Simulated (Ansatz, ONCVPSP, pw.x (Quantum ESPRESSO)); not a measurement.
Ga: does the ONCV potential hold in the solid?

- Element: gallium
- Generator: ONCVPSP 4.0.1.1 (patched build)
- Type: optimised norm-conserving Vanderbilt (ONCV)
- Functional: PBEsol
- Relativity: scalar-relativistic
- Frozen core: [Ar] 3d10
- Valence charge: 3
- Reference configuration: 4s2 4p1
- Partial waves: 4s: rc 2.05 bohr, ncon 3, nbas 7, qcut 2.6 1/bohr, 2 projectors, debl 3.5 Ha; 4p: rc 2.20 bohr, ncon 5, nbas 8, qcut 4.1 1/bohr, 2 projectors, debl 2.2 Ha
- Local potential: polynomial inside 2.00 bohr (lpopt 5, dvloc0 0 Ha)
- Core correction: polynomial model core, fcfact 0.3

Atomic tests: cutoffs needed: 18 Ha and 41 Ha (the cutoffs (Ha) at which the residual kinetic energy of the hardest occupied pseudo-wave falls to 1 and 0.1 mHa per electron); ghost test: no bound ghost flagged; GHOST(+) flagged for s at 134.4 eV; largest excitation error: -221 meV (all-electron minus pseudo) for 4s1 4p0, out of 4 test configurations.

Crystal test: fcc Ga in pw.x 7.5, no spin, 14³ k-points, Fermi–Dirac smearing 0.01 Ry, cutoffs 95/380 Ry. The lattice is a test structure that the element need not adopt, and mesh and smearing are coarse.

pw.x input:

```
&control
  calculation='scf', prefix='x', pseudo_dir='./', outdir='./tmp', tstress=.true., disk_io='none'
/
&system
  ibrav=0, nat=1, ntyp=1, ecutwfc=95, ecutrho=380, nbnd=8,
  occupations='smearing', smearing='fd', degauss=0.01
/
&electrons
  conv_thr=1e-09, mixing_beta=0.4, electron_maxstep=70
/
ATOMIC_SPECIES
Ga 1.0 Ga.UPF
CELL_PARAMETERS angstrom
  0.00000000 2.06912501 2.06912501
  2.06912501 0.00000000 2.06912501
  2.06912501 2.06912501 0.00000000
ATOMIC_POSITIONS crystal
Ga 0.0000 0.0000 0.0000
K_POINTS automatic
14 14 14 0 0 0
```

```bash
pw.x < Ga.scf.in > Ga.scf.out
```

**Question.** How does the run end?

**Answer.** It converges; the pressure is -15.51 GPa against 0.07 GPa from all-electron LAPW. This is a poor potential for the solid. The log shows:

```
     using ibrav=0 with symmetry is DISCOURAGED, use correct ibrav instead
     lattice parameter (alat)  =       5.5297  a.u.
     unit-cell volume          =     119.5602 (a.u.)^3
     number of electrons       =         3.00
     number of Kohn-Sham states=            8
     kinetic-energy cutoff     =      95.0000  Ry
     charge density cutoff     =     380.0000  Ry
     scf convergence threshold =      1.0E-09
     Exchange-correlation= PBESOL
     number of k points=   104  Fermi-Dirac smearing, width (Ry)=  0.0100
     iteration #  1     ecut=    95.00 Ry     beta= 0.40
     total energy              =      -6.25029528 Ry
     estimated scf accuracy    <       0.00578047 Ry
     iteration #  2     ecut=    95.00 Ry     beta= 0.40
     total energy              =      -6.24945322 Ry
     estimated scf accuracy    <       0.00173078 Ry
     iteration #  3     ecut=    95.00 Ry     beta= 0.40
     total energy              =      -6.24956397 Ry
     estimated scf accuracy    <       0.00000288 Ry
     iteration #  4     ecut=    95.00 Ry     beta= 0.40
     total energy              =      -6.24956666 Ry
     estimated scf accuracy    <       0.00000009 Ry
     iteration #  5     ecut=    95.00 Ry     beta= 0.40
     total energy              =      -6.24956667 Ry
     estimated scf accuracy    <       0.00000004 Ry
     iteration #  6     ecut=    95.00 Ry     beta= 0.40
     the Fermi energy is     5.9082 ev
!    total energy              =      -6.24956667 Ry
     estimated scf accuracy    <          2.8E-10 Ry
     smearing contrib. (-TS)   =      -0.00186569 Ry
     The total energy is F=E-TS. E is the sum of the following terms:
     one-electron contribution =       2.63296326 Ry
     hartree contribution      =       0.01271262 Ry
     xc contribution           =      -3.61678878 Ry
     ewald contribution        =      -5.27658808 Ry
     convergence has been achieved in   6 iterations
          total   stress  (Ry/bohr**3)                   (kbar)     P=     -155.05
     Message from routine punch:
     Nothing written, as per user request (disk_io='none')
```
